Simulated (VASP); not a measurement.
# CdTe (F-43m) in VASP: notebook, part 2 of 2

VASP 6.6.1.

## (3) Relaxation of cell and atoms, PBE, non-collinear spin, zero start, spin-orbit coupling

This run uses another cell than the first one, of 36.38 Å³/atom, 1.105 times its volume.

Contents of INCAR:

```
SYSTEM = CdTe
PREC = Accurate
ENCUT = 520
EDIFF = 1E-7
ISMEAR = 0
SIGMA = 0.02
LREAL = .False.
LASPH = .True.
NELM = 100
ALGO = Normal
ISIF = 3
LWAVE = .False.
LCHARG = .False.
MAGMOM = 0 0 0 0 0 0
LORBIT = 11
LSORBIT = .True.
GGA_COMPAT = .False.
GGA = PE
IBRION = 2
NSW = 80
EDIFFG = -0.002
KPAR = 4
```

Contents of KPOINTS:

```
Automatic mesh
0
Gamma
  8 8 8
  0 0 0
```

Contents of POSCAR:

```
CdTe                                    
1.0
   -0.0000000000      3.3135137313      3.3135137313
    3.3135137313      0.0000000000      3.3135137313
    3.3135137313      3.3135137313      0.0000000000
  Cd              Te            
     1     1
Direct
     0.0000000000000000    0.0000000000000000    0.0000000000000000
     0.2500000000000000    0.2500000000000000    0.2500000000000000
```

Potentials or basis: VASP PAW PBE potentials, release 64 (Cd, Te).

The run is started by

```console
$ cat potpaw_PBE.64/Cd/POTCAR potpaw_PBE.64/Te/POTCAR > POTCAR
$ mpirun -np 4 vasp_ncl > vasp.out
```

OUTCAR:

```text
SYSTEM = CdTe
   PREC = Accurate
   ENCUT = 520
   EDIFF = 1E-7
   ISMEAR = 0
   LREAL = .False.
   LASPH = .True.
   NELM = 100
   ISIF = 3
   LORBIT = 11
   LSORBIT = .True.
   GGA = PE
   IBRION = 2
   NSW = 80
   EDIFFG = -0.002

 ion  position               nearest neighbor table
   1  0.000  0.000  0.000-   2 2.87   2 2.87   2 2.87   2 2.87
   2  0.250  0.250  0.250-   1 2.87   1 2.87   1 2.87   1 2.87

  LATTYP: Found a face centered cubic cell.
 ALAT       =     6.6270274626

  Lattice vectors:

 A1 = (   0.0000000000,   3.3135137313,   3.3135137313)
 A2 = (   3.3135137313,   0.0000000000,   3.3135137313)
 A3 = (   3.3135137313,   3.3135137313,   0.0000000000)

Analysis of symmetry for initial positions (statically):
=====================================================================
 Subroutine PRICEL returns:
 Original cell was already a primitive cell.

 Routine SETGRP: Setting up the symmetry group for a
 face centered cubic supercell.

 Subroutine GETGRP returns: Found 24 space group operations
 (whereof 24 operations were pure point group operations)
 out of a pool of 48 trial point group operations.

The static configuration has the point symmetry T_d .

Analysis of symmetry for dynamics (positions and initial velocities):
=====================================================================
 Subroutine PRICEL returns:
 Original cell was already a primitive cell.

 Routine SETGRP: Setting up the symmetry group for a
 face centered cubic supercell.

 Subroutine GETGRP returns: Found 24 space group operations
 (whereof 24 operations were pure point group operations)
 out of a pool of 48 trial point group operations.

The dynamic configuration has the point symmetry T_d .

Analysis of structural, dynamic, and magnetic symmetry:
=====================================================================
 Subroutine PRICEL returns:
 Original cell was already a primitive cell.

 Routine SETGRP: Setting up the symmetry group for a
 face centered cubic supercell.

 Subroutine GETGRP returns: Found 24 space group operations
 (whereof 24 operations were pure point group operations)
 out of a pool of 48 trial point group operations.

The overall configuration has the point symmetry T_d .

 Subroutine INISYM returns: Found 24 space group operations
 (whereof 24 operations are pure point group operations),
 and found     1 'primitive' translations

----------------------------------------------------------------------------------------

                                     Primitive cell

  volume of cell :      72.7606

  direct lattice vectors                    reciprocal lattice vectors
     0.000000000  3.313513731  3.313513731    -0.150897217  0.150897217  0.150897217
     3.313513731  0.000000000  3.313513731     0.150897217 -0.150897217  0.150897217
     3.313513731  3.313513731  0.000000000     0.150897217  0.150897217 -0.150897217
[... 183 lines left out ...]
  ---------------------------------------------------
  free energy    TOTEN  =        -4.93970395 eV

  energy without entropy =       -4.93970395  energy(sigma->0) =       -4.93970395

 E-fermi :   2.1303     XC(G=0):  -8.2897

 val. band max:        2.0280012854   @ k =   0.0000   0.0000   0.0000
 cond. band min:       2.3326009114   @ k =   0.0000   0.0000   0.0000
 fundamental gap:      0.3045996261
 Fermi energy:         2.1303085179

 k-point     1 :       0.0000    0.0000    0.0000
  band No.  band energies     occupation
      1      -9.0438      1.00000
      2      -9.0438      1.00000
      3      -6.6445      1.00000
      4      -6.6445      1.00000
      5      -6.6445      1.00000
      6      -6.6445      1.00000
[... 685 lines left out ...]
     25       8.3993      0.00000
     26       8.4187      0.00000

 [... further k-points ...]

------------------------ aborting loop because EDIFF is reached ----------------------------------------

  FORCE on cell =-STRESS in cart. coord.  units (eV):
  Direction    XX          YY          ZZ          XY          YZ          ZX
  --------------------------------------------------------------------------------------
  -------------------------------------------------------------------------------------
  Total        0.0006883      0.0006883      0.0006883      0.0000000      0.0000000     -0.0000000
  in kB        0.0151497      0.0151497      0.0151497      0.0000000      0.0000000     -0.0000000
  external PRESSURE =       0.0151497 kB  Pullay stress =       0.0000000 kB

 VOLUME and BASIS-vectors are now :
 -----------------------------------------------------------------------------
  energy-cutoff  :      520.00
  volume of cell :       72.79
      direct lattice vectors                 reciprocal lattice vectors
     0.000000000  3.313983033  3.313983033    -0.150875848  0.150875848  0.150875848
     3.313983033  0.000000000  3.313983033     0.150875848 -0.150875848  0.150875848
     3.313983033  3.313983033  0.000000000     0.150875848  0.150875848 -0.150875848

 POSITION                                       TOTAL-FORCE (eV/Angst)
 -----------------------------------------------------------------------------------
      3.31398      3.31398      0.00000        -0.000000     -0.000000     -0.000000
      1.65699      1.65699      1.65699         0.000000      0.000000      0.000000
 -----------------------------------------------------------------------------------
    total drift:                               -0.000000     -0.000000     -0.000000

  FREE ENERGIE OF THE ION-ELECTRON SYSTEM (eV)
  ---------------------------------------------------
  free  energy   TOTEN  =        -4.9397039478 eV

  energy  without entropy=       -4.9397039478  energy(sigma->0) =       -4.93970395

 reached required accuracy - stopping structural energy minimisation

 Spin-Orbit-Coupling matrix elements

 Ion:    1  E_soc:     -0.0592131
 l=   1
     0.0000000    -0.0029378    -0.0029378
    -0.0029378     0.0000000    -0.0029378
    -0.0029378    -0.0029378     0.0000000
 l=   2
     0.0000000    -0.0013850     0.0000000    -0.0013850    -0.0055460
    -0.0013850     0.0000000    -0.0041595    -0.0013850    -0.0013865
     0.0000000    -0.0041595     0.0000000    -0.0041595     0.0000000
    -0.0013850    -0.0013850    -0.0041595     0.0000000    -0.0013865
    -0.0055460    -0.0013865     0.0000000    -0.0013865     0.0000000
 l=   3
     0.0000000     0.0000000     0.0000000     0.0000000     0.0000000     0.0000000     0.0000000
     0.0000000     0.0000000     0.0000000     0.0000000     0.0000000     0.0000000     0.0000000
     0.0000000     0.0000000     0.0000000     0.0000000     0.0000000     0.0000000     0.0000000
     0.0000000     0.0000000     0.0000000     0.0000000     0.0000000     0.0000000     0.0000000
     0.0000000     0.0000000     0.0000000     0.0000000     0.0000000     0.0000000     0.0000000
     0.0000000     0.0000000     0.0000000     0.0000000     0.0000000     0.0000000     0.0000000
     0.0000000     0.0000000     0.0000000     0.0000000     0.0000000     0.0000000     0.0000000

 Ion:    2  E_soc:     -0.1987548
 l=   1
     0.0000000    -0.0330618    -0.0330618
    -0.0330618     0.0000000    -0.0330618
    -0.0330618    -0.0330618     0.0000000
 l=   2
     0.0000000    -0.0000271     0.0000000    -0.0000271    -0.0000369
    -0.0000271     0.0000000    -0.0000277    -0.0000271    -0.0000092
     0.0000000    -0.0000277     0.0000000    -0.0000277     0.0000000
    -0.0000271    -0.0000271    -0.0000277     0.0000000    -0.0000092
    -0.0000369    -0.0000092     0.0000000    -0.0000092     0.0000000
 l=   3
     0.0000000     0.0000000     0.0000000     0.0000000     0.0000000     0.0000000     0.0000000
     0.0000000     0.0000000     0.0000000     0.0000000     0.0000000     0.0000000     0.0000000
     0.0000000     0.0000000     0.0000000     0.0000000     0.0000000     0.0000000     0.0000000
     0.0000000     0.0000000     0.0000000     0.0000000     0.0000000     0.0000000     0.0000000
     0.0000000     0.0000000     0.0000000     0.0000000     0.0000000     0.0000000     0.0000000
     0.0000000     0.0000000     0.0000000     0.0000000     0.0000000     0.0000000     0.0000000
     0.0000000     0.0000000     0.0000000     0.0000000     0.0000000     0.0000000     0.0000000

 total charge

# of ion       s       p       d       tot
------------------------------------------
    1        0.463   0.281   9.533  10.277
    2        1.354   2.029   0.017   3.401
--------------------------------------------------
tot          1.817   2.311   9.550  13.678

 magnetization (x)

# of ion       s       p       d       tot
------------------------------------------
    1        0.000  -0.000   0.000   0.000
    2        0.000   0.000  -0.000  -0.000
--------------------------------------------------
tot          0.000  -0.000  -0.000   0.000

 magnetization (y)

# of ion       s       p       d       tot
------------------------------------------
    1       -0.000  -0.000   0.000  -0.000
    2        0.000   0.000  -0.000  -0.000
--------------------------------------------------
tot         -0.000  -0.000  -0.000  -0.000

 magnetization (z)

# of ion       s       p       d       tot
------------------------------------------
    1        0.000   0.000   0.000   0.000
    2       -0.000   0.000  -0.000  -0.000
--------------------------------------------------
tot          0.000   0.000   0.000   0.000
```

OSZICAR:

```text
N       E                     dE             d eps       ncg     rms          rms(c)
DAV:   1     0.110839806912E+03    0.11084E+03   -0.80750E+03  2236   0.120E+03
DAV:   2     0.437709696808E+00   -0.11040E+03   -0.10691E+03  2490   0.287E+02
[... 12 lines left out ...]
       N       E                     dE             d eps       ncg     rms          rms(c)
DAV:   1    -0.493973378126E+01   -0.31412E-04   -0.62810E-04  2378   0.326E-01    0.449E-02
DAV:   2    -0.493970843815E+01    0.25343E-04   -0.69236E-05  2304   0.130E-01    0.118E-02
DAV:   3    -0.493970514225E+01    0.32959E-05   -0.82145E-06  2284   0.298E-02    0.105E-02
DAV:   4    -0.493970423573E+01    0.90652E-06   -0.71926E-07  2324   0.770E-03    0.427E-03
DAV:   5    -0.493970400174E+01    0.23399E-06   -0.98421E-08  1958   0.304E-03    0.143E-03
DAV:   6    -0.493970394783E+01    0.53912E-07   -0.26764E-08  1454   0.154E-03
   2 F= -.49397039E+01 E0= -.49397039E+01  d E =-.154980E-05  mag=     0.0000     0.0000     0.0000
```

CONTCAR:

```text
CdTe
   1.00000000000000
     0.0000000000000000    3.3139830334651936    3.3139830334651936
     3.3139830334651936    0.0000000000000000    3.3139830334651936
     3.3139830334651936    3.3139830334651936    0.0000000000000000
  Cd              Te
     1     1
Direct
     0.0000000000000000    0.0000000000000000    1.0000000000000000
     0.2500000000000000    0.2500000000000000    0.2500000000000000

  0.00000000E+00  0.00000000E+00  0.00000000E+00
  0.00000000E+00  0.00000000E+00  0.00000000E+00
```

Wall time 2.2 min (4 MPI ranks of Intel Xeon Platinum 8559C (Emerald Rapids), shared host); peak memory 0.47 GiB.

What came out:

```yaml
Free_energy: -4.9397 eV
Relaxed_volume: 36.40 Å³/atom
Relaxed_cell: a = 4.687 Å, b = 4.687 Å, c = 4.687 Å, α = 60.00°, β = 60.00°, γ = 60.00°
Space_group_after_relaxing_to_0.05_Å: F-43m (No. 216)
Energy_gained_by_relaxing: 0.0 meV/atom
Ionic_steps: 2
Pressure_after_relaxing: 0.0 GPa
Net_moment: 0.00 μB per cell
Valence_electrons_inside_the_program's_atomic_spheres: Cd 10.28; Te 3.40
```

Final structure:
```cif
data_structure
_symmetry_space_group_name_H-M 'P 1'
_symmetry_Int_Tables_number 1
_cell_length_a 4.6867
_cell_length_b 4.6867
_cell_length_c 4.6867
_cell_angle_alpha 60.000
_cell_angle_beta 60.000
_cell_angle_gamma 60.000
_cell_volume 72.79
loop_
_atom_site_label
_atom_site_type_symbol
_atom_site_fract_x
_atom_site_fract_y
_atom_site_fract_z
_atom_site_occupancy
Cd1 Cd 0.00000 0.00000 0.00000 1
Te1 Te 0.25000 0.25000 0.25000 1
```

Moments on the atoms (μB; x, y, z):
```
Cd  0.00 0.00 0.00
Te  0.00 0.00 0.00
```
